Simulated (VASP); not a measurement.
# AlN in VASP: how settings move the PBE single point

Aim: see what changed inputs do to the PBE single point of AlN (rocksalt), under -4.0 % equal strain in all directions. This is a trial cell built on a prototype, not taken from a measured structure, and it needn't be the compound's ground state.

Program: VASP 6.6.1. PAW datasets, plane waves. Simulation only: spin-unpolarised, and no claim that this is the phase found in nature.

## (1) Starting point

The cell comes from an earlier relaxation with r2SCAN in another program.

The symmetry is Fm-3m (No. 225, cubic); a = 3.876 Å in the conventional setting, 7.28 Å³ an atom. Near Al stand 6 N at 1.94 Å; near N stand 6 Al at 1.94 Å.

The structure in full:

```cif
data_structure
_symmetry_space_group_name_H-M 'P 1'
_symmetry_Int_Tables_number 1
_cell_length_a 2.7409
_cell_length_b 2.7409
_cell_length_c 2.7409
_cell_angle_alpha 60.000
_cell_angle_beta 60.000
_cell_angle_gamma 60.000
_cell_volume 14.56
loop_
_atom_site_label
_atom_site_type_symbol
_atom_site_fract_x
_atom_site_fract_y
_atom_site_fract_z
_atom_site_occupancy
Al1 Al 0.00000 0.00000 0.00000 1
N1 N 0.50000 0.50000 0.50000 1
```

## (2) Baseline

INCAR reads:

```
ENCUT = 520.000000
SIGMA = 0.020000
EDIFF = 1.00e-07
GGA = PE
PREC = Accurate
IBRION = -1
ISIF = 2
ISMEAR = -1
NBANDS = 11
NELM = 120
NSW = 0
LASPH = .TRUE.
LCHARG = .TRUE.
LELF = .TRUE.
LWAVE = .FALSE.
LREAL = .FALSE.
```

KPOINTS reads:

```
KPOINTS created by Atomic Simulation Environment
0
Gamma
10 10 10
0 0 0
```

POSCAR reads:

```
Al N
 1.0000000000000000
     0.0000000000000000    1.9381137141000000    1.9381137141000000
     1.9381137141000000    0.0000000000000000    1.9381137141000000
     1.9381137141000000    1.9381137141000000    0.0000000000000000
 Al  N
   1   1
Cartesian
  0.0000000000000000  0.0000000000000000  0.0000000000000000
  1.9381137141000000  1.9381137141000000  1.9381137141000000
```

A file KPOINTS_OPT adds named points for the levels; it doesn't enter the self-consistent loop.

Potentials: the recommended PBE PAW datasets, 8 valence electrons.

Run with:

```bash
$ mpirun -np 1 vasp_std
```

## (3) Variant 1

INCAR reads:

```
ENCUT = 520.000000
SIGMA = 0.020000
EDIFF = 1.00e-07
PREC = Accurate
IBRION = -1
ISIF = 2
ISMEAR = -1
NBANDS = 11
NSW = 0
LASPH = .TRUE.
LCHARG = .FALSE.
LWAVE = .FALSE.
LREAL = .FALSE.
METAGGA = RSCAN
NELM = 81
```

KPOINTS reads:

```
KPOINTS created by Atomic Simulation Environment
0
Gamma
15 15 15
0 0 0
```

POSCAR is that of step 2.

## (4) Variant 2

INCAR reads:

```
ENCUT = 520.000000
SIGMA = 0.020000
EDIFF = 1.00e-07
GGA = PE
PREC = Accurate
IBRION = -1
ISIF = 2
ISMEAR = -1
NBANDS = 11
NSW = 0
LASPH = .TRUE.
LCHARG = .FALSE.
LWAVE = .FALSE.
LREAL = .FALSE.
NELMDL = -8
NELM = 70
```

KPOINTS is that of step 2.

POSCAR is that of step 2.

**Question.** What will these runs give? Wanted: for each run, changed; ending; energy change; pressure; electronic steps; usable.

The runs gave:

| run | changed | ending | energy change (meV/atom) | pressure (GPa) | gap on the mesh (eV; negative: overlap) | electronic steps | time | usable |
| --- | --- | --- | --- | --- | --- | --- | --- | --- |
| ref. | – | converged | 0 | 49.1 | 5.06 | 13 | 5.8 s | yes |
| 1 | METAGGA = RSCAN, NELM = 81, mesh 15×15×15 | converged | – | 40.4 | 5.76 | 14 | 42 s | yes |
| 2 | NELMDL = -8, NELM = 70 | converged | 0.0 | 49.1 | 5.06 | 16 | 5.3 s | yes |

What this shows: Of 2 altered inputs, 2 gave usable results.
